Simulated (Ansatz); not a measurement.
The geometry is COD entry 1537865, unchecked; take it as a test cell. It is an old determination, and later ones may differ.

TiS₂: DFT, LDA, all-electron LAPW, scalar-relativistic (Ansatz 0.2.0).

Command: `ansatz run input.yaml --threads 1 --pin off --max-ram 4096MiB --backend cpu --events-out ev --progress --plain --runs-dir out` The run took 58 s on 1 thread of Arm Neoverse V1, with other jobs on the host, peak memory 0.54 GiB.

```yaml
crystal:
  lattice:
    - [3.4120005726, 0.0, 0.0]
    - [-1.7060002863, 2.9548791736, 0.0]
    - [0.0, 0.0, 5.695]
  atoms:
    - { symbol: Ti, position: [0.0, 0.0, 0.0] }
    - { symbol: S, position: [0.3333333333, 0.6666666667, 0.25] }
    - { symbol: S, position: [0.6666666667, 0.3333333333, 0.75] }
kpoints:
  mp_grid: { grid: [12, 12, 7] }
  band_path:
    path:
      - [0.0, 0.0, 0.0]
      - [0.5, 0.0, 0.0]
      - [0.3333333333, 0.3333333333, 0.0]
      - [0.0, 0.0, 0.0]
      - [0.0, 0.0, 0.5]
      - [0.5, 0.0, 0.5]
      - [0.3333333333, 0.3333333333, 0.5]
      - [0.0, 0.0, 0.5]
      - [0.5, 0.0, 0.5]
    npoints: 14
scf:
  occupations: { method: fermi_dirac, width: 0.05 }
hamiltonian:
  xc: lda
  pseudopotentials: { kind: all_electron, lapw: { basis_error: 0.001 } }
output:
  forces: true
  stress: true
  eigenvalues: true
  populations: true
  dos: { projected: true, de: 0.2, e_range: [-14, 8] }
```

Output:

```
Ti: projections on atomic orbitals take those of the free atom 1s2 2s2 2p6 3s2 3p6 3d2 4s2, of charge +0.00 (hamiltonian.pseudopotentials.projection_atoms)
S: projections on atomic orbitals take those of the free atom 1s2 2s2 2p6 3s2 3p4, of charge +0.00 (hamiltonian.pseudopotentials.projection_atoms)
LAPW: plane waves up to 8.108 Å⁻¹, error target 1.0e-3 eV per atom; small_component_spin mean_spin; S in spheres of 1.091 Å, 14 of its electrons in bands, Dirac shells []; Ti in spheres of 1.340 Å, 12 of its electrons in bands, Dirac shells []
Engine: ansatz 0.2.0
Pseudopotentials: kind: all_electron
Pseudopotential: Ti, LAPW, valence charge 12, Koelling and Harmon's equation, gaussian nucleus
Pseudopotential: S, LAPW, valence charge 14, Koelling and Harmon's equation, gaussian nucleus
Functional definition: SPW92
  exchange = slater_x
  correlation = pw_c
Crystal: 3 atoms, lattice volume = 57.417 Å³
Basis set: ecut = 250.4869147016245 eV, 549 PW (Γ), exchange–correlation at level 2
Bands: 24, of which v1, the nominal top of the filled ones, is band 20 counted from 1 (19 counted from 0)
Symmetry: 12 space group operations
Space group: P-3m1 (ITA 164), of the structure as read, at distance tolerance 3.9e-5 Å
k-points: 112 of 1008
Non-local potential: Ti, projectors of the file, none
Non-local potential: S, projectors of the file, none
Initial density: superposition of atomic densities (chi_scale 0.1, normalization cell, long waves kept (reshape's long-wave potential 0.09 eV rms))
Initial wavefunctions: plane waves of lowest kinetic energy (no species holds an atomic orbital)
Functional: x = slater, c = lda
iter 1 solved again at ethr=4.15e-3 eV; its pass at ethr=1.00e-1 eV (dr2=1.66e0 eV) is discarded
SCF iter   1: F=—  HF=-44849.384824 eV  |F-HF|=—  |Δ(HF+E_count)|=         —  Δρ=4.77e-2  dr2=1.66e0  ethr=4.15e-3  ⟨swp⟩=2.0  Hψ=19406  notcnv=0
preconditioner: auto → Resta (q_TF=auto, 2.569 Å⁻¹)  ε∞=7.4  [insulator: Δε(μ)=0.696 eV  Ē_g=7.731 eV  σ=0.050 eV  W_gap=1.00  n_scr=22 (ndim 8)  ℏωp=19.6 eV  f_vac=0.015  D(μ)=0.00/eV (n_scr^D=0)  ε∞_Penn≈7.4]
SCF iter   2: F=—  HF=-44849.554770 eV  |F-HF|=—  |Δ(HF+E_count)|=   1.70e-1  Δρ=5.62e-2  dr2=5.97e0  ethr=4.15e-3  ⟨swp⟩=3.0  Hψ=8841  notcnv=0  recentre
preconditioner: auto → LDOS  [metal: Δε(μ)=0.009 eV  Ē_g=6.157 eV  σ=0.050 eV  W_gap=0.04  n_scr=22 (ndim 8)  ℏωp=19.6 eV  f_vac=0.019  D(μ)=1.61/eV (n_scr^D=10)  β→1.0]
SCF iter   3: F=—  HF=-44848.797455 eV  |F-HF|=—  |Δ(HF+E_count)|=   7.57e-1  Δρ=2.83e-2  dr2=5.84e-1  ethr=4.15e-3  ⟨swp⟩=3.0  Hψ=8182  notcnv=0
iter 4 solved again at ethr=3.20e-5 eV; its pass at ethr=1.46e-3 eV (dr2=1.28e-2 eV) is discarded
SCF iter   4: F=—  HF=-44848.560327 eV  |F-HF|=—  |Δ(HF+E_count)|=   2.37e-1  Δρ=2.83e-3  dr2=1.20e-2  ethr=3.20e-5  ⟨swp⟩=2.7  Hψ=14050  notcnv=0
SCF iter   5: F=—  HF=-44848.558783 eV  |F-HF|=—  |Δ(HF+E_count)|=         —  Δρ=7.06e-4  dr2=5.06e-4  ethr=3.00e-5  ⟨swp⟩=3.0  Hψ=7886  notcnv=0
the basis was enlarged: its passes take 162.5 KiB over the memory plan, 1 of 1 planned eigensolver slots
SCF iter   6: F=—  HF=-44848.558532 eV  |F-HF|=—  |Δ(HF+E_count)|=   2.51e-4  Δρ=1.16e-4  dr2=3.70e-6  ethr=1.27e-6  ⟨swp⟩=2.2  Hψ=7692  notcnv=0
SCF iter   7: F=—  HF=-44848.558533 eV  |F-HF|=—  |Δ(HF+E_count)|=   3.80e-7  Δρ=4.44e-5  dr2=2.38e-6  ethr=9.24e-9  ⟨swp⟩=3.0  Hψ=8437  notcnv=0
SCF iter   8: F=—  HF=-44848.558532 eV  |F-HF|=—  |Δ(HF+E_count)|=   4.95e-7  Δρ=1.57e-5  dr2=3.17e-7  ethr=5.94e-9  ⟨swp⟩=2.0  Hψ=7663  notcnv=0
SCF iter   9: F=-44848.558532 eV  HF=-44848.558532 eV  |F-HF|=3.16e-8  |Δ(HF+E_count)|=   8.46e-8  Δρ=3.28e-6  dr2=1.36e-8  ethr=7.93e-10  ⟨swp⟩=2.0  Hψ=7665  notcnv=0
SCF 1 converged in 9 iterations: F = -44848.558532 eV  dr2 = 1.36e-8
NSCF: frozen V_eff on 113 k-points
SCF converged after 9 iterations
Free energy (F): -44848.558532 eV
Harris-Foulkes:  -44848.558532 eV  (|F-HF|=3.16e-8)
Internal energy: -44848.554189 eV  (E = F + TS)
E sigma→0 (E₀):  -44848.556361 eV
Entropy (-TS):   -0.004342 eV (-1.447 meV/atom)
Fermi energy:    8.244911 eV
--- Per-component energies (eV) ---
  E_band       = -2682.113131
  E_kinetic    = 45129.475117
  E_xc         = -2425.830102
  E_electrostatic = -87552.199204  (all electrons and nuclei)
  E_smearing   = -0.004342  (= −TS)
  E_closure    = 0.000000  (closes the sum)
  E_atoms      = -44827.659877  (free atoms, spherical and without spin; not in F)
  Σ components = -44848.558532   (vs F -44848.558532, Δ=0.00e0)
  Basis errors (estimates in eV, not in F): energy 3.8e-4 per atom: plane waves 3.5e-4 (2.1e-4 summed), levels above the bands 8.6e-29, relativity 3.1e-9, radial functions 2.9e-5, core shells 2.4e-7; eigenvalues (radial functions only) 1.9e-6; not estimated: angular momenta, meshes, grids; target (lapw.basis_error) 1.0e-3; muffin-tin radii S 1.091 Å, Ti 1.340 Å
--- Forces (eV/Å), atoms counted from 1 ---
  atom   1  Ti     0.00000000     0.00000000     0.00000000
  atom   2  S     -0.00000000     0.00000000    -0.43716822
  atom   3  S      0.00000000    -0.00000000     0.43716822
  max |Σ_I F_I| component: 0.00e0 eV/Å
--- Stress (GPa, compression-positive) ---
       -6.722573       0.000000      -0.000000
        0.000000      -6.722573      -0.000000
       -0.000000      -0.000000      -5.320112
  P = ⅓ Tr σ = -6.2551 GPa (-62.551 kbar)
--- Band table (eV; the first three rows and the last of 112) ---
  k-point 0: bands = ["-195.8582", "-195.8582", "-141.5579", "-141.5579", "-141.5579", "-141.5579", "-141.5500", "-141.5500", "-48.7324", "-25.2774", "-25.2336", "-25.2336", "-5.4253", "-3.7171", "2.8999", "5.5218", "5.5218", "8.2808", "8.3802", "8.3802", "8.7172", "8.7172", "9.1108", "11.7311"]
  k-point 1: bands = ["-195.8582", "-195.8582", "-141.5579", "-141.5579", "-141.5579", "-141.5579", "-141.5500", "-141.5500", "-48.7324", "-25.2774", "-25.2336", "-25.2336", "-5.3738", "-3.8133", "3.0995", "5.5302", "5.5302", "7.7608", "8.3446", "8.3446", "8.7142", "8.7142", "9.3639", "11.7890"]
  k-point 2: bands = ["-195.8582", "-195.8582", "-141.5579", "-141.5579", "-141.5579", "-141.5579", "-141.5500", "-141.5500", "-48.7324", "-25.2774", "-25.2336", "-25.2336", "-5.2332", "-4.0496", "3.6373", "5.5492", "5.5492", "6.8396", "8.2677", "8.2677", "8.7062", "8.7062", "9.6083", "11.9195"]
  k-point 111: bands = ["-195.8582", "-195.8582", "-141.5579", "-141.5579", "-141.5579", "-141.5579", "-141.5500", "-141.5500", "-48.7181", "-25.3262", "-25.3262", "-25.2475", "-3.5155", "-3.5155", "3.8886", "3.8886", "4.4106", "5.2881", "6.0838", "6.0838", "9.3858", "9.6991", "9.6991", "11.8931"]
--- Löwdin populations: 3 sites ---
  site symbol       q [e]
     0     Ti     21.2316
     1      S     16.3100
     2      S     16.3100
  spilling = 0.002748 (of n_electrons = 54.000000)
```

populations.tsv:

```
# site	symbol	l	j	q
# orbitals = lowdin
# n_electrons = 54.000000
# spilling = 0.002748
# projection_atom_Ti: 1s2 2s2 2p6 3s2 3p6 3d2 4s2
# projection_atom_S: 1s2 2s2 2p6 3s2 3p4
0	Ti	0_1S	-	1.999983
0	Ti	0_2S	-	1.999118
0	Ti	0_3S	-	1.975515
0	Ti	0_4S	-	0.521486
0	Ti	1_2P	-	5.999974
0	Ti	1_3P	-	5.996248
0	Ti	2_3D	-	2.739269
1	S	0_1S	-	1.999919
1	S	0_2S	-	1.995391
1	S	0_3S	-	1.810990
1	S	1_2P	-	5.999463
1	S	1_3P	-	4.504234
2	S	0_1S	-	1.999919
2	S	0_2S	-	1.995391
2	S	0_3S	-	1.810990
2	S	1_2P	-	5.999463
2	S	1_3P	-	4.504234
```
